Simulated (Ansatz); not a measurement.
# CuAu3 (Pm-3m) in Ansatz: a series of runs

One crystal, CuAu3, is run at these levels: PBEsol; tasks: band structure.

All numbers are computed with Ansatz 0.2.0; they aren't measurements. Logs are shortened: lines on timing, memory, paths and dates and some standing lists are left out, and cuts for length are marked.

### Step 1. The structure

It takes space group Pm-3m (No. 221, cubic). The conventional cell has a = 3.980 Å, b = 3.980 Å, c = 3.980 Å, α = 90.00°, β = 90.00°, γ = 90.00°. Au (site symmetry 4/mmm) is surrounded by 8 Au at 2.81 Å and 4 Cu at 2.81 Å. Cu (site symmetry m-3m) is surrounded by 12 Au at 2.81 Å.

### Step 2. Band structure, PBEsol

input.yaml

```yaml
crystal:
  lattice:
    - [3.98, 0.0, 0.0]
    - [0.0, 3.98, 0.0]
    - [0.0, 0.0, 3.98]
  atoms:
    - { symbol: Au, position: [0.5, 0.5, 0.0] }
    - { symbol: Au, position: [0.5, 0.0, 0.5] }
    - { symbol: Au, position: [0.0, 0.5, 0.5] }
    - { symbol: Cu, position: [0.0, 0.0, 0.0] }
kpoints:
  mp_grid: { grid: [7, 7, 7] }
  band_path:
    path:
      - [0.0, 0.0, 0.0]
      - [0.0, 0.5, 0.0]
      - [0.5, 0.5, 0.0]
      - [0.0, 0.0, 0.0]
      - [0.5, 0.5, 0.5]
      - [0.0, 0.5, 0.0]
    npoints: 8
scf:
  occupations: { method: fermi_dirac, width: 0.05 }
hamiltonian:
  xc: pbesol
  pseudopotentials: { kind: all_electron, datasets: crystal }
output:
  forces: true
  stress: true
  eigenvalues: true
  elf: true
  volumetric_format: npy
```

Potentials or basis: all-electron PAW datasets made for the crystal.

Launch:

```sh
$ ansatz run input.yaml --threads 2 --pin off --max-ram 8192MiB --backend cpu --events-out ev --progress --plain --runs-dir out
```

Log:

```text
Warning: RAYON_NUM_THREADS=2 ignored (pool sized by the plan → 2); use --threads N
hamiltonian.pseudopotentials.datasets: crystal makes datasets for this crystal and solves the spheres of its atoms anew in each pass: cutoff 260.0 eV, the density's 1040.0 eV; for an error of 0.50 meV an atom under PBE, 2.0 meV for the cell; an energy difference from a run of another recipe may be off by several times the error for the cell, under r2SCAN by more, where some 0.1 meV an atom stays at smaller errors; Cu in spheres of 1.376 Å, 11 of its electrons in bands, 8 on its site; Au in spheres of 1.376 Å, 11 of its electrons in bands, 8 on its site; only band paths and densities of states list, in semicore columns, the levels of the semicore shells that are solved separately: 3s of Cu, 3p of Cu, 5s of Au, 5p of Au
band count auto-derived: 29 (N_el = 44.0; filled up to band 22; 27 by the electrons, moments and atoms)
Engine: ansatz 0.2.0, aarch64-unknown-linux-gnu
Pseudopotentials: kind: all_electron
Pseudopotential: Au, paw, valence charge 19, recommended cutoff 260 eV (normal), crystal/all_electron/pbesol/scalar/gaussian/Au, Koelling and Harmon's equation, gaussian nucleus
Pseudopotential: Cu, paw, valence charge 19, recommended cutoff 260 eV (normal), crystal/all_electron/pbesol/scalar/gaussian/Cu, Koelling and Harmon's equation, gaussian nucleus
Functional definition: PBEsol
  exchange = pbesol_x
  correlation = pbesol_c
Crystal: 4 atoms, lattice volume = 63.045 Å³
Basis set: ecut = 260 eV, 619 PW (Γ), exchange–correlation on 48×48×48 points (8 copies of the dense FFT grid, shifted against one another)
Bands: 29, of which v1, the nominal top of the filled ones, is band 22 counted from 1 (21 counted from 0)
Symmetry: 48 space group operations
Space group: Pm-3m (ITA 221), of the structure as read, at distance tolerance 4.0e-5 Å
k-points: 20 of 343
Non-local potential: Au, projectors of the file, l = 0: 1, l = 1: 1, l = 2: 2
Non-local potential: Cu, projectors of the file, l = 0: 1, l = 1: 1, l = 2: 2
PAW form: soft (Blöchl's): semilocal exchange-correlation on the pseudo side does not see the compensation charge
PAW one-centre angular grid: Au, 590 points (default); XC on its mesh's 1815 points in the sphere
PAW one-centre angular grid: Cu, 590 points (default); XC on its mesh's 1925 points in the sphere
Initial density: superposition of atomic densities (neutral atoms: chi_scale 0, normalization atom)
Initial wavefunctions: pseudopotential atomic-orbital guess
Functional: x = pbesol(κ = 0.804, μ = 0.12345679012345678), c = pbesol(β = 0.046)
iter 1 solved again at ethr=1.54e-2 eV; its pass at ethr=1.00e-1 eV (dr2=6.78e0 eV) is discarded
SCF iter   1: F=—  HF=-1596247.741031 eV  |F-HF|=—  |Δ(HF+E_count)|=         —  Δρ=1.05e-1  dr2=6.93e0  ethr=1.54e-2  ⟨swp⟩=2.7  Hψ=3036  notcnv=0
preconditioner: auto → Kerker (q_TF=auto, 2.570 Å⁻¹)  [metal: Δε(μ)=0.109 eV  Ē_g=9.353 eV  σ=0.050 eV  W_gap=0.46  n_scr=18 (ndim 8)  ℏωp=31.0 eV  f_vac=0.000  D(μ)=1.56/eV (n_scr^D=6)]
SCF iter   2: F=—  HF=-1596247.223454 eV  |F-HF|=—  |Δ(HF+E_count)|=   5.18e-1  Δρ=6.39e-2  dr2=3.37e0  ethr=1.54e-2  ⟨swp⟩=3.0  Hψ=1275  notcnv=0
preconditioner: auto → Resta (q_TF=auto, 2.570 Å⁻¹)  ε∞=11.4  [insulator: Δε(μ)=0.247 eV  Ē_g=9.634 eV  σ=0.050 eV  W_gap=0.53  n_scr=18 (ndim 8)  ℏωp=31.0 eV  f_vac=0.000  D(μ)=0.93/eV (n_scr^D=6)  ε∞_Penn≈11.4]
SCF iter   3: F=—  HF=-1596247.716265 eV  |F-HF|=—  |Δ(HF+E_count)|=   4.93e-1  Δρ=1.26e-1  dr2=1.28e1  ethr=7.65e-3  ⟨swp⟩=3.4  Hψ=1413  notcnv=0  recentre
iter 4 solved again at ethr=6.88e-4 eV; its pass at ethr=7.65e-3 eV (dr2=3.03e-1 eV) is discarded
SCF iter   4: F=—  HF=-1596245.976142 eV  |F-HF|=—  |Δ(HF+E_count)|=    1.74e0  Δρ=1.83e-2  dr2=3.10e-1  ethr=6.88e-4  ⟨swp⟩=2.2  Hψ=2509  notcnv=0  defer=1
SCF iter   5: F=—  HF=-1596245.978524 eV  |F-HF|=—  |Δ(HF+E_count)|=   2.38e-3  Δρ=5.53e-3  dr2=1.02e-2  ethr=6.88e-4  ⟨swp⟩=3.1  Hψ=1327  notcnv=0  defer=1
SCF iter   6: F=—  HF=-1596246.021034 eV  |F-HF|=—  |Δ(HF+E_count)|=   4.25e-2  Δρ=2.44e-3  dr2=4.06e-3  ethr=2.32e-5  ⟨swp⟩=3.1  Hψ=1704  notcnv=0  defer=2
SCF iter   7: F=—  HF=-1596246.024892 eV  |F-HF|=—  |Δ(HF+E_count)|=   3.86e-3  Δρ=8.06e-4  dr2=4.92e-4  ethr=9.23e-6  ⟨swp⟩=2.0  Hψ=1027  notcnv=0  defer=1
SCF iter   8: F=—  HF=-1596246.024883 eV  |F-HF|=—  |Δ(HF+E_count)|=   9.42e-6  Δρ=5.16e-4  dr2=2.28e-4  ethr=1.12e-6  ⟨swp⟩=2.0  Hψ=1216  notcnv=0
SCF iter   9: F=—  HF=-1596246.024835 eV  |F-HF|=—  |Δ(HF+E_count)|=   4.81e-5  Δρ=5.89e-5  dr2=4.65e-6  ethr=5.18e-7  ⟨swp⟩=3.0  Hψ=1104  notcnv=0
SCF iter  10: F=—  HF=-1596246.024834 eV  |F-HF|=—  |Δ(HF+E_count)|=   8.49e-7  Δρ=7.63e-5  dr2=5.70e-6  ethr=1.06e-8  ⟨swp⟩=3.0  Hψ=1124  notcnv=0
SCF iter  11: F=—  HF=-1596246.024833 eV  |F-HF|=—  |Δ(HF+E_count)|=   1.03e-6  Δρ=2.64e-5  dr2=6.74e-7  ethr=1.06e-8  ⟨swp⟩=2.0  Hψ=1023  notcnv=0
SCF iter  12: F=-1596246.024833 eV  HF=-1596246.024833 eV  |F-HF|=2.10e-9  |Δ(HF+E_count)|=   1.17e-7  Δρ=2.29e-6  dr2=2.86e-9  ethr=1.53e-9  ⟨swp⟩=3.0  Hψ=1103  notcnv=0
SCF 1 converged in 12 iterations: F = -1596246.024853 eV  dr2 = 2.86e-9
  Residual-converged pass: ⟨swp⟩=3.2  Hψ=1261  notcnv=0  max |occ|·‖R‖ = 6.6e-6 eV (tolerance 6.7e-6 eV)  dr2=2.70e-9  dr2_onsite=2.31e-9  max |Δocc| = 6.2e-11
NSCF: frozen V_eff on 41 k-points
SCF converged after 12 iterations
Free energy (F): -1596246.024853 eV
Harris-Foulkes:  -1596246.024853 eV  (|F-HF|=2.10e-9)
Internal energy: -1596246.012062 eV  (E = F + TS)
E sigma→0 (E₀):  -1596246.018457 eV
Entropy (-TS):   -0.012791 eV (-3.198 meV/atom)
Past the cutoff: the bands carry plane waves up to 1.75 times it, of which those up to 1.5 times it add -0.000617 eV an atom, each by itself; the spheres take 0.000480 eV an atom off the energy for waves past 1.75 times it
By the cutoff:   a pressure is off by up to 0.011 GPa (1.2 times the spheres' own share and the shells' term, over an atom's volume, and 0.004 GPa: a bound that held against runs at twice the plane waves)
Past the cutoffs: a stress includes 0.0027 GPa for waves and charges beyond them, in addition to the slope of what the spheres take
In the spheres:  the bands' charges fall short by 5.1e-7 e at most (sound up to 1e-3), those of shells solved beside the bands by 3.5e-7 e (sound up to 5e-4)
Fermi energy:    23.405271 eV
--- Per-component energies (eV) ---
  E_band       = 856.060193
  E_kinetic    = 585.034835
  E_local      = -6035.394790  (includes V_loc(G=0)·N_el)
  E_nonlocal   = 719.324402
  E_hartree    = 3286.731512
  E_xc         = -258.652229
  E_vxc        = -309.317578  (∫ρ·V_xc dr)
  E_paw        = -1608150.146151  (= ΣΔE_a)
  E_vpaw       = -26260.707788  (= ΣTr[D̂ρ^β])
  E_ewald      = -11976.562927
  E_smearing   = -0.012791  (= −TS)
  E_closure    = 25583.653286  (closes the sum)
  Σ components = -1596246.024853   (vs F -1596246.024853, Δ=0.00e0)
  The terms above E_closure are by the made datasets' own strengths, without shells solved beside the bands.
--- Forces (eV/Å), atoms counted from 1 ---
  atom   1  Au    -0.00000000     0.00000000     0.00000000
  atom   2  Au    -0.00000000     0.00000000     0.00000000
  atom   3  Au    -0.00000000     0.00000000     0.00000000
  atom   4  Cu    -0.00000000     0.00000000    -0.00000000
  max |Σ_I F_I| component: 5.11e-29 eV/Å
--- Stress (GPa, compression-positive) ---
       -0.999571       0.000000       0.000000
        0.000000      -0.999571       0.000000
        0.000000       0.000000      -0.999571
  P = ⅓ Tr σ = -0.9996 GPa (-9.996 kbar)
  It holds what live shells' own plane waves past their cutoff add
--- Band table (eV; the first three rows and the last of 20) ---
  k-point 0: bands = ["13.4529", "15.9313", "16.7653", "16.7653", "16.7653", "16.8786", "16.8786", "19.3226", "19.3226", "19.3226", "20.5984", "20.5984", "21.5590", "21.8125", "21.8125", "21.9340", "21.9340", "21.9340", "22.0173", "22.0173", "22.0173", "24.4051", "24.4051", "24.4051", "29.4095", "29.4095"]
  k-point 1: bands = ["13.6939", "16.0756", "16.8307", "16.8921", "16.8921", "16.9153", "17.0593", "19.2243", "19.3495", "19.3495", "20.4361", "20.6283", "21.2676", "21.2676", "21.3845", "21.7135", "21.7655", "21.8542", "21.8542", "21.9344", "22.0175", "23.1015", "25.2701", "25.2701", "29.3505", "29.5726"]
  k-point 2: bands = ["14.3780", "16.4422", "16.9649", "16.9994", "17.2629", "17.2629", "17.5518", "18.9826", "19.3352", "19.3352", "19.9912", "20.2770", "20.2770", "20.6626", "20.9234", "20.9872", "21.5181", "21.5181", "21.5754", "21.6646", "21.9353", "22.0179", "26.8835", "26.8835", "29.0686", "29.2070"]
  k-point 19: bands = ["16.1824", "16.2728", "16.3638", "16.3638", "18.4266", "18.4266", "18.5788", "19.0499", "19.3091", "19.3091", "19.7764", "19.7764", "20.8731", "20.8731", "21.1146", "21.5097", "21.5910", "21.7137", "21.7137", "21.8311", "21.8311", "22.9726", "23.1106", "23.1106", "26.6410", "26.6410"]
```

Wall time 13 s (2 threads of Arm Neoverse V2, shared host); peak memory 0.71 GiB.

Results:

```
Free energy             : -1596246.0249 eV
Pressure                : -1.0 GPa
Band gap along the path : none (metal or under the smearing width)
```

Levels at the corners of the path, in eV from the Fermi level:
```csv
point,band 18,band 19,band 20,band 21,band 22,band 23,band 24,band 25,band 26,band 27
Γ,-1.47,-1.39,-1.39,-1.39,1.00,1.00,1.00,6.00,6.00,6.82
X,-2.22,-2.06,-1.85,-1.47,-1.39,5.27,5.66,5.97,5.97,6.46
M,-2.11,-2.10,-2.10,-0.68,-0.13,0.00,0.00,8.37,8.95,9.20
Γ,-1.47,-1.39,-1.39,-1.39,1.00,1.00,1.00,6.00,6.00,6.82
R,-1.59,-1.55,-1.55,-1.12,-1.06,-1.06,-1.06,3.07,3.07,3.07
X,-2.22,-2.06,-1.85,-1.47,-1.39,5.27,5.66,5.97,5.97,6.46
```

Caveat: spin-orbit coupling is left out, which moves the levels of the heavy elements.

### Step 3. Band structure, PBEsol

Changes to input.yaml since step 2:

```diff
@@ -25,3 +25,6 @@
   xc: pbesol
-  pseudopotentials: { kind: all_electron, datasets: crystal }
+  pseudopotentials:
+    kind: all_electron
+    lapw: { basis_error: 0.002 }
+    dirac_shells: { Au: ["4p", "4d"], Cu: ["2p"] }
 output:
@@ -30,3 +33 @@
   eigenvalues: true
-  elf: true
-  volumetric_format: npy
```

Potentials or basis: all-electron LAPW, inner shells corrected to Dirac's equation.

Launch:

```sh
$ ansatz run input.yaml --threads 2 --pin off --max-ram 8192MiB --backend cpu --events-out ev --progress --plain --runs-dir out
```

Run time: 29 s. Hardware: 2 threads of Arm Neoverse V2, shared host; peak memory 0.54 GiB.

Results (log left out):

```
Free energy             : -1599183.0772 eV
Pressure                : -0.9 GPa
Band gap along the path : none (metal or under the smearing width)
```

Levels at the corners of the path, in eV from the Fermi level:
```csv
point,band 70,band 71,band 72,band 73,band 74,band 75,band 76,band 77,band 78,band 79
Γ,-1.47,-1.39,-1.39,-1.39,1.00,1.00,1.00,6.01,6.01,6.82
X,-2.22,-2.06,-1.85,-1.47,-1.39,5.27,5.66,5.97,5.97,6.46
M,-2.11,-2.10,-2.10,-0.68,-0.13,0.00,0.00,8.37,8.95,9.20
Γ,-1.47,-1.39,-1.39,-1.39,1.00,1.00,1.00,6.01,6.01,6.82
R,-1.59,-1.55,-1.55,-1.12,-1.06,-1.06,-1.06,3.07,3.07,3.07
X,-2.22,-2.06,-1.85,-1.47,-1.39,5.27,5.66,5.97,5.97,6.46
```

Caveat: spin-orbit coupling is left out, which moves the levels of the heavy elements.
